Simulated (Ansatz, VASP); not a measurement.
## Sc in VASP and in Ansatz

INCAR

```
  PREC = Accurate
  ENCUT = 520
  EDIFF = 1E-7
  ISMEAR = 0
  SIGMA = 0.1
  LREAL = False
  LASPH = True
  NELM = 60
  ALGO = Fast
  ISIF = 2
  LWAVE = False
  LCHARG = False
  GGA = CA
  NBANDS = 12
```

KPOINTS

```
Automatic mesh
0
Gamma
  6 6 6
```

File POSCAR:

```
Sc
1.0
    0.0000000000      2.2705000000      2.2705000000
    2.2705000000      0.0000000000      2.2705000000
    2.2705000000      2.2705000000      0.0000000000
Sc
1
Direct
    0.0000000000      0.0000000000      0.0000000000
```

Input for Ansatz:

```yaml
crystal:
  lattice:
    - [0.0, 2.2705, 2.2705]
    - [2.2705, 0.0, 2.2705]
    - [2.2705, 2.2705, 0.0]
  atoms:
    - { symbol: Sc, position: [0.0, 0.0, 0.0] }
basis:
  ecutwfc: 420
kpoints:
  mp_grid: { grid: [6, 6, 6] }
hamiltonian:
  xc: lda
scf:
  occupations: { method: gaussian, width: 0.1 }
output:
  forces: true
  stress: true
  eigenvalues: true
```

This isn't the form of Sc at room conditions, which is hcp.

Alike in both runs: task single point; functional LDA; k mesh 6 × 6 × 6; occupations gaussian, width 0.1 eV; no spin polarisation.

|  | VASP | Ansatz |
| --- | --- | --- |
| version | VASP 6.6.1 | Ansatz 0.2.0 |
| potentials or method | VASP PAW LDA potentials, release 64 (Sc_sv) | scalar-relativistic, plane waves, PAW |
| plane-wave cutoff (eV) | 520 | 420 |
| valence electrons in the cell | 11 | 11 |

|  | VASP | Ansatz | Ansatz less VASP |
| --- | --- | --- | --- |
| gap on the k mesh at the Fermi level (eV) | none | none | - |
| pressure (GPa) | -2.2 | -2.2 | -0.05 |

A gap of «none» marks a metal or a gap that the smearing closes.

Caveats: the k mesh is coarse (spacing up to 0.40 Å⁻¹), so the values aren't converged.
